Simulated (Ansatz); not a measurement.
## What a change of settings does to a run on Li

Structure: COD 9011628, as refined from experiment and not relaxed. The listed cell was then made from it by scaling, straining or moving an atom.

First run: DFT, PBE, all-electron LAPW, scalar-relativistic (Ansatz 0.2.0).

Command: `ansatz run input.yaml --threads 1 --pin off --max-ram 2048MiB --backend cpu --events-out ev --progress --plain --runs-dir out` The run took about 2.6 s on 1 thread of a shared machine.

```yaml
crystal:
  lattice:
    - [-1.7382546797, 1.7382546797, 1.7382546797]
    - [1.7382546797, -1.7382546797, 1.7382546797]
    - [1.7382546797, 1.7382546797, -1.7382546797]
  atoms:
    - { symbol: Li, position: [0.0, 0.0, 0.0] }
kpoints:
  mp_grid: { grid: [13, 13, 13] }
scf:
  occupations: { method: fermi_dirac, width: 0.05 }
hamiltonian:
  xc: pbe
  pseudopotentials: { kind: all_electron, lapw: { basis_error: 0.00025 } }
output:
  forces: true
  stress: true
  eigenvalues: true
```

Result: converged; pressure -0.49 GPa; 4 SCF iterations.

A second input differs as follows:

```diff
@@ -1,7 +1,7 @@
 crystal:
   lattice:
-    - [-1.7382546797, 1.7382546797, 1.7382546797]
-    - [1.7382546797, -1.7382546797, 1.7382546797]
-    - [1.7382546797, 1.7382546797, -1.7382546797]
+    - [-0.9198444, 0.9198444, 0.9198444]
+    - [0.9198444, -0.9198444, 0.9198444]
+    - [0.9198444, 0.9198444, -0.9198444]
   atoms:
     - { symbol: Li, position: [0.0, 0.0, 0.0] }
@@ -10,4 +10,5 @@
 scf:
   occupations: { method: fermi_dirac, width: 0.05 }
+  max_iter: 50
 hamiltonian:
   xc: pbe
```

Task: What is wrong with it, and what does the program do?

Result: The fault is a lattice far too small. The run converged; pressure 527.4 GPa; 4 SCF iterations. The numbers describe a strongly squeezed or stretched cell, not the crystal at ambient pressure. The log ends:
```
  atom   1  Li     0.00000000    -0.00000000    -0.00000000
  max |Σ_I F_I| component: 3.63e-32 eV/Å
--- Stress (GPa, compression-positive) ---
      527.445028       0.000000       0.000000
        0.000000     527.445028      -0.000000
        0.000000      -0.000000     527.445028
  P = ⅓ Tr σ = 527.4450 GPa (5274.450 kbar)
--- Band table (eV; the first three rows and the last of 84) ---
  k-point 0: bands = ["-36.1147", "17.6619", "68.4971", "68.4971", "68.4971", "80.0526"]
  k-point 1: bands = ["-35.8916", "17.4007", "64.9997", "65.8654", "67.3333", "75.1426"]
  k-point 2: bands = ["-35.2564", "16.6953", "56.6686", "61.5636", "64.4528", "69.9917"]
  k-point 83: bands = ["-29.6829", "29.9979", "33.3725", "33.3725", "38.6309", "42.2031"]
```
